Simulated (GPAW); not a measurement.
# Sb (Im-3m) in GPAW: a series of runs

The runs below take Sb through single point, with PBE.

All numbers are computed with GPAW 26.7.0; they aren't measurements. Logs are shortened: lines on timing, memory, paths and dates and some standing lists are left out, and cuts for length are marked. The log counts tension as positive stress, the text compression.

**1. The crystal as given**

It takes space group Im-3m (No. 229, cubic). Conventional cell: a = 3.743 Å, b = 3.743 Å, c = 3.743 Å, α = 90.00°, β = 90.00°, γ = 90.00°. Sb (site symmetry m-3m) has 8 Sb at 3.24 Å as nearest neighbours.

This isn't the form of Sb at room conditions, which is rhombohedral.

**2. Single point, PBE**

Contents of run.py:

```python
from ase.dft.bandgap import bandgap
from ase.io import write
from ase.spacegroup import crystal
from ase.units import GPa
from gpaw import GPAW, PW, setup_paths

setup_paths.insert(0, '.')

# Sb 2a
atoms = crystal(['Sb'],
                basis=[[0.0, 0.0, 0.0]],
                spacegroup=229, setting=1,  # Im-3m
                cellpar=[3.74268177, 3.74268177, 3.74268177, 90.0, 90.0, 90.0],
                primitive_cell=True)

calc = GPAW(mode=PW(500),
            xc='PBE',
            kpts={'size': (8, 8, 8), 'gamma': True},
            occupations={'name': 'fermi-dirac', 'width': 0.05},
            setups={'Sb': 'jth'},
            nbands=-8,
            maxiter=120,
            txt='gpaw.txt')
atoms.calc = calc
energy = atoms.get_potential_energy()
forces = atoms.get_forces()
stress = atoms.get_stress()
calc.write('gs.gpw')
write('result.traj', atoms)
print(f'Energy: {energy:.6f} eV')
print('Forces (eV/A):')
print(forces.round(4))
print('Stress (GPa):', (stress / GPa).round(3))
print('Fermi level:', round(calc.get_fermi_level(), 4), 'eV')
print(f'Gap: {bandgap(calc)[0]:.4f} eV, direct: {bandgap(calc, direct=True)[0]:.4f} eV')
```

Potentials or basis: JTH PAW 2.0, PBE, pw.

The run is started by

```sh
$ OMP_NUM_THREADS=1 python run.py
```

gpaw.txt:

```text
__  _  _
 | _ |_)|_||  |
 |__||  | ||/\| - 26.7.0

Input parameters:
  mode=PW(ecut=500.0),
  kpts=MonkhorstPack(size=(8, 8, 8), gamma=True),
  maxiter=120,
  nbands=-8,
  occupations=Occupations(name='fermi-dirac', width=0.05),
  setups={'Sb': 'jth'},
  xc=XC(name='PBE')

Diagonalizing LCAO Hamiltonian
Converting LCAO to pw mode

       Sb

Atoms  # Å, Bohr magnetons
|   | symbol |        x |        y |        z |    initial magnetic moments |
|---|--------|----------|----------|----------|-----------------------------|
| 0 |     Sb | 0.000000 | 0.000000 | 0.000000 | ( 0.0000,  0.0000,  0.0000) |

Unit cell  # Å
| periodic |         x |         y |         z |  lengths |     angles |
|----------|-----------|-----------|-----------|----------|------------|
|      yes | -1.871341 |  1.871341 |  1.871341 | 3.241257 | 109.471221 |
|      yes |  1.871341 | -1.871341 |  1.871341 | 3.241257 | 109.471221 |
|      yes |  1.871341 |  1.871341 | -1.871341 | 3.241257 | 109.471221 |

Number of symmetries: 48
Symmetry operations  # r_c * U_cc + t_c -> r_c
|    | kind |            matrix            |
|----|------|------------------------------|
|  0 |  σ   |  1, 1, 1,  0, 0,-1,  0,-1, 0 |
|  1 |  C4  |  1, 1, 1,  0, 0,-1, -1, 0, 0 |
|  2 |  C2  |  1, 1, 1,  0,-1, 0,  0, 0,-1 |
|  3 |  S6  |  1, 1, 1,  0,-1, 0, -1, 0, 0 |
|  4 |  S6  |  1, 1, 1, -1, 0, 0,  0, 0,-1 |
|  5 |  C4  |  1, 1, 1, -1, 0, 0,  0,-1, 0 |
|  6 |  E   |  1, 0, 0,  0, 1, 0,  0, 0, 1 |
|  7 |  σ   |  1, 0, 0,  0, 1, 0, -1,-1,-1 |
|  8 |  σ   |  1, 0, 0,  0, 0, 1,  0, 1, 0 |
|  9 |  C3  |  1, 0, 0,  0, 0, 1, -1,-1,-1 |
| 10 |  C3  |  1, 0, 0, -1,-1,-1,  0, 1, 0 |
| 11 |  σ   |  1, 0, 0, -1,-1,-1,  0, 0, 1 |
| 12 |  σ   |  0, 1, 0,  1, 0, 0,  0, 0, 1 |
| 13 |  C2  |  0, 1, 0,  1, 0, 0, -1,-1,-1 |
| 14 |  C3  |  0, 1, 0,  0, 0, 1,  1, 0, 0 |
| 15 |  S4  |  0, 1, 0,  0, 0, 1, -1,-1,-1 |
| 16 |  S4  |  0, 1, 0, -1,-1,-1,  1, 0, 0 |
| 17 |  C3  |  0, 1, 0, -1,-1,-1,  0, 0, 1 |
| 18 |  C3  |  0, 0, 1,  1, 0, 0,  0, 1, 0 |
| 19 |  S4  |  0, 0, 1,  1, 0, 0, -1,-1,-1 |
| 20 |  σ   |  0, 0, 1,  0, 1, 0,  1, 0, 0 |
| 21 |  C3  |  0, 0, 1,  0, 1, 0, -1,-1,-1 |
| 22 |  C2  |  0, 0, 1, -1,-1,-1,  1, 0, 0 |
| 23 |  S4  |  0, 0, 1, -1,-1,-1,  0, 1, 0 |
| 24 |  C4  |  0, 0,-1,  1, 1, 1,  0,-1, 0 |
| 25 |  σ   |  0, 0,-1,  1, 1, 1, -1, 0, 0 |
| 26 |  S6  |  0, 0,-1,  0,-1, 0,  1, 1, 1 |
| 27 |  C2  |  0, 0,-1,  0,-1, 0, -1, 0, 0 |
| 28 |  C4  |  0, 0,-1, -1, 0, 0,  1, 1, 1 |
| 29 |  S6  |  0, 0,-1, -1, 0, 0,  0,-1, 0 |
| 30 |  S6  |  0,-1, 0,  1, 1, 1,  0, 0,-1 |
| 31 |  C4  |  0,-1, 0,  1, 1, 1, -1, 0, 0 |
| 32 |  C4  |  0,-1, 0,  0, 0,-1,  1, 1, 1 |
| 33 |  S6  |  0,-1, 0,  0, 0,-1, -1, 0, 0 |
| 34 |  σ   |  0,-1, 0, -1, 0, 0,  1, 1, 1 |
| 35 |  C2  |  0,-1, 0, -1, 0, 0,  0, 0,-1 |
| 36 |  C2  | -1, 0, 0,  1, 1, 1,  0, 0,-1 |
| 37 |  S6  | -1, 0, 0,  1, 1, 1,  0,-1, 0 |
| 38 |  S6  | -1, 0, 0,  0, 0,-1,  1, 1, 1 |
| 39 |  C2  | -1, 0, 0,  0, 0,-1,  0,-1, 0 |
| 40 |  C2  | -1, 0, 0,  0,-1, 0,  1, 1, 1 |
| 41 |  i   | -1, 0, 0,  0,-1, 0,  0, 0,-1 |
| 42 |  S4  | -1,-1,-1,  1, 0, 0,  0, 1, 0 |
| 43 |  C3  | -1,-1,-1,  1, 0, 0,  0, 0, 1 |
| 44 |  C3  | -1,-1,-1,  0, 1, 0,  1, 0, 0 |
| 45 |  σ   | -1,-1,-1,  0, 1, 0,  0, 0, 1 |
| 46 |  S4  | -1,-1,-1,  0, 0, 1,  1, 0, 0 |
| 47 |  C2  | -1,-1,-1,  0, 0, 1,  0, 1, 0 |

BZ-sampling:
  Number of BZ points: 512
  Number of IBZ points: 29

  Monkhorst-Pack size: [8, 8, 8]
  Monkhorst-Pack shift: [0.0625, 0.0625, 0.0625]

K-points  # in reciprocal-cell coordinates
|     |                                coordinates |     weight |
|-----|--------------------------------------------|------------|
|   0 | (  0.00000000,   0.00000000,   0.00000000) | 0.00195312 |
|   1 | (  0.12500000,   0.00000000,   0.00000000) | 0.02343750 |
|   2 | (  0.12500000,   0.12500000,  -0.12500000) | 0.01171875 |
|   3 | (  0.25000000,   0.00000000,  -0.12500000) | 0.04687500 |
|   4 | (  0.25000000,   0.00000000,   0.00000000) | 0.02343750 |
|   5 | (  0.25000000,   0.12500000,  -0.12500000) | 0.04687500 |
|   6 | (  0.25000000,   0.25000000,  -0.25000000) | 0.01171875 |
|   7 | (  0.25000000,   0.25000000,   0.25000000) | 0.00390625 |
|   8 | (  0.37500000,  -0.12500000,  -0.12500000) | 0.01562500 |
|   9 | (  0.37500000,   0.00000000,  -0.12500000) | 0.09375000 |
| ... |                                            |            |
|  28 | (  0.50000000,   0.50000000,   0.50000000) | 0.00195312 |

Plane wave coefficients: 682
Cutoff: 500.0 eV

Spin-components: 1 (collinear spins)
Bands:           15
Projectors:      6
Spin-degeneracy: 2
Datatype:        complex128

Parallelization:
  kpt:    1
  domain: 1
  band:   1

Density:
  Valence electrons: 15.0
  Components: 1
  Grid points: [18 18 18]
  Charge: 0.0  # |e|

Potential:
  Grid points: [18 18 18]

species:
  Sb:
    name:    Antimony
    Z:       51.0
    valence: 15
    core:    36
    charge:  0.0  # [|e|]
    compensation charges:
      type: bessel
      rc: 1.06  # [Å]
      lmax: 2
    cutoffs:
      filter: 1.27  # [Å]
      core: 2.24  # [Å]
    projectors
    | kind |    occ | energy [eV] | rcut [Å] |
    |------|--------|-------------|----------|
    |   5s |  2.000 |     -12.831 |    1.061 |
    |    s |        |      27.211 |    0.954 |
    |   5p |  3.000 |      -4.828 |    1.221 |
    |    p |        |      40.817 |    1.221 |
    |   4d | 10.000 |     -33.508 |    1.221 |
    |    d |        |       6.803 |    1.221 |

    Using partial waves for Sb as LCAO basis

Reference energy: -176369.261754  # eV

eigensolver:
  PPCG
  Converge bands: occupied
  niter=2

density mixing:
  MSR1-Mixer
  Pratt-step length: 0.05
  Maximum mixing coefficient: 0.75
  Old densities: 10
  SVD Regularization: 0.005
  Good broyden scale: 1.0
  Trust region scale: 1.0
  Backstep threshold: 4.0
  History deletion threshold: 6.0
  Fourier metric: weight=20.0, sigma=0.015

occupation numbers:
  Fermi-Dirac:
    width: 0.0500  # eV

poisson solver:
  ecut: 4000.0  # eV

xc functional:
  name: PBE with 2 nearest neighbor stencil

convergence criteria:
- Maximum [total energy] change in last 3 cyles: 0.0005 eV / valence electron
- Maximum integral of absolute [dens]ity change: 0.0001 electrons / valence electron
- Maximum integral of absolute [eigenst]ate change: 4e-08 eV^2 / valence electron
maximum number of iterations: 120

SCF iterations
|iter     | |      energy | eigst |  dens |
|---------|-|-------------|-------|-------|
|iter:   1| |   -3.739876 | -0.52 |       |
|iter:   2| |   -3.740349 | -3.10 | -1.81 |
|iter:   3| |   -3.734560c| -3.22 | -1.83 |
|iter:   4| |   -3.734656c| -4.37 | -2.45 |
|iter:   5| |   -3.734704c| -5.32 | -3.00 |
|iter:   6| |   -3.734707c| -7.01 | -3.71 |
|iter:   7| |   -3.734707c| -8.00c| -4.93c|

Converged in 7 steps
Energy contributions relative to reference atoms: (reference = -176369.261754)

Energy contributions:
  Kinetic:           6.563073
  Coulomb:          -5.833103
  Zero:             -0.038410
  External:          0.000000
  Xc:               -4.423592
  Entropy:          -0.005351
  Spinorbit:         0.000000
  ----------------------------
  Free energy:      -3.737383
  Extrapolated:     -3.734707

dipole moment: (-6.648593, -6.648593, -6.648593)  # |e|*Ang

Fermi level: 7.699
Eigenvalues  # (at kpt = [0.000, 0.000, 0.000])
| band index |      eig [eV] | occ [0-2] |
|------------|---------------|-----------|
|          0 |       -21.493 |     2.000 |
|          1 |       -21.493 |     2.000 |
|          2 |       -21.493 |     2.000 |
|          3 |       -21.415 |     2.000 |
|          4 |       -21.415 |     2.000 |
|          5 |        -5.269 |     2.000 |
|          6 |        13.477 |     0.000 |
|          7 |        13.477 |     0.000 |
|          8 |        13.477 |     0.000 |
|          9 |        19.174 |     0.000 |
|         10 |        19.174 |     0.000 |
|         11 |        19.175 |     0.000 |
|         12 |        19.664 |     0.000 |
|         13 |        19.664 |     0.000 |
|         14 |        19.746 |     0.000 |

No gap
No difference between direct/indirect transitions

Forces  # eV/Ang
|       x |       y |       z |
|---------|---------|---------|
| 0.00000 | 0.00000 | 0.00000 |  # Sb   0

Stress tensor  # eV/Ang^3
|         x |         y |         z |
|-----------|-----------|-----------|
| -0.011126 | -0.000000 | -0.000000 |
| -0.000000 | -0.011126 |  0.000000 |
| -0.000000 |  0.000000 | -0.011126 |

# Writing to gs.gpw (mode='')
```

Wall time 7.3 s (1 thread of Arm Neoverse V1, shared host); peak memory 0.13 GiB.

What came out:

| Quantity | Value |
| --- | --- |
| Free energy | -3.7374 eV |
| Pressure | 1.8 GPa |
| Band gap on the k mesh | none (metal or under the smearing width) |

Caveat: the cutoff is short for stress and forces, so pressures can be off by a GPa or more; the program truncates these outside data sets. Spin-orbit coupling is left out, which matters for the levels of Sb.

**3. Single point, PBE**

Contents of run.py:

```python
from ase.dft.bandgap import bandgap
from ase.io import read, write
from ase.units import GPa
from gpaw import GPAW, PW

atoms = read('POSCAR')

calc = GPAW(mode=PW(450),
            xc='PBE',
            kpts={'size': (8, 8, 8), 'gamma': True},
            occupations={'name': 'fermi-dirac', 'width': 0.05},
            nbands=15,
            maxiter=120,
            txt='gpaw.txt')
atoms.calc = calc
energy = atoms.get_potential_energy()
forces = atoms.get_forces()
stress = atoms.get_stress()
calc.write('gs.gpw')
write('result.traj', atoms)
print(f'Energy: {energy:.6f} eV')
print('Forces (eV/A):')
print(forces.round(4))
print('Stress (GPa):', (stress / GPa).round(3))
print('Fermi level:', round(calc.get_fermi_level(), 4), 'eV')
print(f'Gap: {bandgap(calc)[0]:.4f} eV, direct: {bandgap(calc, direct=True)[0]:.4f} eV')
```

Contents of POSCAR:

```
Sb
1.0
   -1.8713408863      1.8713408863      1.8713408863
    1.8713408863     -1.8713408863      1.8713408863
    1.8713408863      1.8713408863     -1.8713408863
Sb
1
Direct
    0.0000000000      0.0000000000      0.0000000000
```

Potentials or basis: GPAW PAW data sets (gpaw-data 1.2.1), pw.

The run is started by

```sh
$ OMP_NUM_THREADS=1 python run.py
```

gpaw.txt:

```text
__  _  _
 | _ |_)|_||  |
 |__||  | ||/\| - 26.7.0

Input parameters:
  mode=PW(ecut=450.00000000000006),
  kpts=MonkhorstPack(size=(8, 8, 8), gamma=True),
  maxiter=120,
  nbands=15,
  occupations=Occupations(name='fermi-dirac', width=0.05),
  xc=XC(name='PBE')

Diagonalizing LCAO Hamiltonian
Converting LCAO to pw mode

       Sb

Atoms  # Å, Bohr magnetons
|   | symbol |        x |        y |        z |    initial magnetic moments |
|---|--------|----------|----------|----------|-----------------------------|
| 0 |     Sb | 0.000000 | 0.000000 | 0.000000 | ( 0.0000,  0.0000,  0.0000) |

Unit cell  # Å
| periodic |         x |         y |         z |  lengths |     angles |
|----------|-----------|-----------|-----------|----------|------------|
|      yes | -1.871341 |  1.871341 |  1.871341 | 3.241257 | 109.471221 |
|      yes |  1.871341 | -1.871341 |  1.871341 | 3.241257 | 109.471221 |
|      yes |  1.871341 |  1.871341 | -1.871341 | 3.241257 | 109.471221 |

Number of symmetries: 48
Symmetry operations  # r_c * U_cc + t_c -> r_c
|    | kind |            matrix            |
|----|------|------------------------------|
|  0 |  σ   |  1, 1, 1,  0, 0,-1,  0,-1, 0 |
|  1 |  C4  |  1, 1, 1,  0, 0,-1, -1, 0, 0 |
|  2 |  C2  |  1, 1, 1,  0,-1, 0,  0, 0,-1 |
|  3 |  S6  |  1, 1, 1,  0,-1, 0, -1, 0, 0 |
|  4 |  S6  |  1, 1, 1, -1, 0, 0,  0, 0,-1 |
|  5 |  C4  |  1, 1, 1, -1, 0, 0,  0,-1, 0 |
|  6 |  E   |  1, 0, 0,  0, 1, 0,  0, 0, 1 |
|  7 |  σ   |  1, 0, 0,  0, 1, 0, -1,-1,-1 |
[... 141 lines left out ...]

convergence criteria:
- Maximum [total energy] change in last 3 cyles: 0.0005 eV / valence electron
- Maximum integral of absolute [dens]ity change: 0.0001 electrons / valence electron
- Maximum integral of absolute [eigenst]ate change: 4e-08 eV^2 / valence electron
maximum number of iterations: 120

SCF iterations
|iter     | |      energy | eigst |  dens |
|---------|-|-------------|-------|-------|
|iter:   1| |   -4.109117 | +0.15 |       |
|iter:   2| |   -4.111019 | -2.37 | -1.82 |
|iter:   3| |   -4.106646c| -2.77 | -1.84 |
|iter:   4| |   -4.107128c| -4.21 | -2.44 |
|iter:   5| |   -4.107221c| -5.23 | -2.96 |
|iter:   6| |   -4.107226c| -6.42 | -3.70 |
|iter:   7| |   -4.107226c| -8.00c| -4.73c|

Converged in 7 steps
Energy contributions relative to reference atoms: (reference = -176281.558248)

Energy contributions:
  Kinetic:           1.184665
  Coulomb:          -1.330736
  Zero:              0.191658
  External:          0.000000
  Xc:               -4.150168
  Entropy:          -0.005291
  Spinorbit:         0.000000
  ----------------------------
  Free energy:      -4.109872
  Extrapolated:     -4.107226

dipole moment: (-6.764550, -6.764550, -6.764550)  # |e|*Ang

Fermi level: 8.319
Eigenvalues  # (at kpt = [0.000, 0.000, 0.000])
| band index |      eig [eV] | occ [0-2] |
|------------|---------------|-----------|
|          0 |       -20.880 |     2.000 |
|          1 |       -20.880 |     2.000 |
|          2 |       -20.880 |     2.000 |
|          3 |       -20.805 |     2.000 |
|          4 |       -20.805 |     2.000 |
|          5 |        -4.630 |     2.000 |
|          6 |        14.095 |     0.000 |
|          7 |        14.095 |     0.000 |
|          8 |        14.095 |     0.000 |
|          9 |        19.788 |     0.000 |
|         10 |        19.788 |     0.000 |
|         11 |        19.788 |     0.000 |
|         12 |        20.308 |     0.000 |
|         13 |        20.308 |     0.000 |
|         14 |        20.312 |     0.000 |

No gap
No difference between direct/indirect transitions

Forces  # eV/Ang
|        x |       y |        z |
|----------|---------|----------|
| -0.00000 | 0.00000 | -0.00000 |  # Sb   0

Stress tensor  # eV/Ang^3
|        x |         y |         z |
|----------|-----------|-----------|
| 0.000384 |  0.000000 |  0.000000 |
| 0.000000 |  0.000384 | -0.000000 |
| 0.000000 | -0.000000 |  0.000384 |

# Writing to gs.gpw (mode='')
```

stdout:

```text
Energy: -4.107226 eV
Forces (eV/A):
[[-0.  0. -0.]]
Stress (GPa): [ 0.062  0.062  0.062 -0.     0.     0.   ]
Fermi level: 8.319 eV
Gap: 0.0000 eV, direct: 0.0000 eV
```

It took 5.3 s on 1 thread of Arm Neoverse V1, shared host; peak memory 0.12 GiB.

What came out:

* Free energy: -4.1099 eV
* Pressure: -0.1 GPa
* Band gap on the k mesh: none (metal or under the smearing width)

Levels at points of the mesh, in eV from the Fermi level:
| k point | band 6 | band 7 | band 8 | band 9 | band 10 | band 11 |
| --- | --- | --- | --- | --- | --- | --- |
| (0.00, 0.00, 0.00) | -12.95 | 5.78 | 5.78 | 5.78 | 11.47 | 11.47 |
| (0.50, 0.50, 0.00) | -8.74 | -5.66 | 1.83 | 3.91 | 6.71 | 7.24 |
| (0.50, 0.50, 0.50) | -5.37 | -1.97 | -1.97 | -1.97 | 3.03 | 3.03 |

Caveat: the cutoff is short for stress and forces, so pressures can be off by a GPa or more. The run has no spin-orbit coupling, so splittings on Sb are missing.
